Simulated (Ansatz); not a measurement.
**Strain and the gap of CdTe (zincblende)**

Zincblende CdTe, relaxed with r2SCAN in the plane-wave code Ansatz. The symmetry is F-43m (No. 216, cubic); conventional cell a = 6.560 Å, 35.29 Å³ an atom. Around Cd lie 4 Te at 2.84 Å; around Te lie 4 Cd at 2.84 Å.

The axes x, y and z are those of this cell:
```xyz
2
Lattice="0.0000 3.2800 3.2800 3.2800 0.0000 3.2800 3.2800 3.2800 0.0000" Properties=species:S:1:pos:R:3 pbc="T T T"
Cd    0.0000    0.0000    0.0000
Te    1.6400    1.6400    1.6400
```

Unstrained: PBE gives a direct gap of 0.662 eV at Γ. r2SCAN gives a direct gap of 1.161 eV at Γ. With HSE06 the gap is 1.527 eV and direct, at Γ. Meshes: PBE 6×6×6, r2SCAN 6×6×6, HSE06 4×4×4. Strains are changes of length per length. After each strain the atoms were relaxed again with r2SCAN within the symmetry that the strain leaves, so tilts or polar shifts that break it weren't tested; points keep the names that they have in the unstrained zone. (Simulation; spin polarisation is off.)

Changes of the least gap in eV (an overlap counts as a negative gap):

| strain | volume change (%) | space group | PBE | r2SCAN | HSE06 | energy rise, r2SCAN (meV/atom) |
| --- | --- | --- | --- | --- | --- | --- |
| uniaxial +0.5 % along z | +0.5 | I-4m2 | -0.020 | -0.022 | -0.023 | 0.2 |
| epitaxial -0.5 % in the plane normal to [111], free normal strain +0.36 % | -0.6 | R3m | +0.004 | +0.005 | +0.006 | 0.4 |
| uniaxial -5.0 % along x | -5.0 | I-4m2 | +0.044 | +0.054 | +0.061 | 14.4 |
| isotropic -1.0 % on every length | -3.0 | F-43m | +0.090 | +0.097 | +0.104 | 4.0 |
| epitaxial -4.0 % in the xy plane, free normal strain +5.14 % | -3.1 | I-4m2 | -0.053 | -0.049 | -0.048 | 15.1 |

Uniaxial +0.5 % along z, other directions held. HSE06: the gap goes from 1.527 to 1.504 eV (-0.023 eV); with r2SCAN the top three valence levels at Γ, degenerate before, become 2+1 from the top over 16 meV. Stress change with r2SCAN, compression positive: xx -0.17, yy -0.17, zz -0.26 GPa.

Epitaxial -0.5 % in the plane normal to [111], free normal strain +0.36 %. HSE06: the gap goes from 1.527 to 1.533 eV (+0.006 eV); with r2SCAN the top three valence levels at Γ, degenerate before, become 2+1 from the top over 46 meV. Stress change with r2SCAN, compression positive: xx +0.26, yy +0.26, zz +0.26, xy -0.12, xz -0.12, yz -0.12 GPa.

Uniaxial -5.0 % along x, other directions held. HSE06: the gap goes from 1.527 to 1.588 eV (+0.061 eV); with r2SCAN the top three valence levels at Γ, degenerate before, become 1+2 from the top over 159 meV. Stress change with r2SCAN, compression positive: xx +2.72, yy +2.05, zz +2.05 GPa.

Isotropic -1.0 % on every length. HSE06: the gap goes from 1.527 to 1.631 eV (+0.104 eV). Stress change with r2SCAN, compression positive: xx +1.30, yy +1.30, zz +1.30 GPa. For HSE06, dE_g/d ln V = -3.5 eV over this step.

Epitaxial -4.0 % in the xy plane, free normal strain +5.14 %. HSE06: the gap goes from 1.527 to 1.479 eV (-0.048 eV); with r2SCAN the top three valence levels at Γ, degenerate before, become 2+1 from the top over 364 meV. Stress change with r2SCAN, compression positive: xx +1.82, yy +1.82, zz +0.03 GPa.

Spin-orbit coupling is left out, which matters wherever the heavy atoms make up the band edges.

The meshes of the hybrids are coarse, so their gaps aren't converged to the digits shown.

The splittings at Γ are without spin-orbit coupling, which regroups them where it is of like size or larger.
